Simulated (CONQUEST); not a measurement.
# I under changes of volume

One of the cells (44.630 Å³/atom); the others are scaled copies at fixed shape and fractional positions:

```
I
1.0
     3.23491    0.00000    0.00000
     0.00000    3.23491    0.00000
     0.00000    0.00000    8.52962
I
2
Direct
  0.00000 0.00000 0.00000
  0.50000 0.50000 0.50000
```

```yaml
Program: CONQUEST 1.3
Functional: PBEsol
Potentials_or_basis: PseudoDojo NC PBEsol, SZ, grid of 32 × 32 × 72 points
k_mesh: 5 × 5 × 2
Occupations: fermi-dirac, width 0.1 eV
Spin: no spin polarisation
```

```csv
volume (Å³/atom),energy over the lowest point (meV/atom),pressure (GPa)
41.952,69.98,4.5
42.845,47.53,3.5
43.737,?,?
44.630,17.31,1.9
45.522,8.69,1.3
46.415,2.89,0.8
47.308,0.00,0.2
```

Question: What does the run at 43.737 Å³/atom give?

Answer: Energy over the lowest point 29.99 meV/atom; pressure 2.7 GPa.

Worked out: A Birch-Murnaghan fit of order 3 (a polynomial in V^(-2/3)) to the other rows has its minimum at 48.00 Å³/atom, just outside them, with B0 = V·E''(V) = 19.4 GPa (rough, since the energies scatter) at fixed shape and positions, which overstates the stiffness. It gives 30.21 meV/atom at 43.737 Å³/atom, against the run's 29.99, and -dE/dV = 2.7 GPa, against 2.7.

Energies are extrapolated to zero smearing.

Caveats: all runs use coarse meshes; the atomic basis is small; this functional lacks dispersion, which binds the layers, so the pressure and a relaxed spacing across them are unreliable; the basis of atomic orbitals isn't converged, which shifts pressures, moduli and gaps.
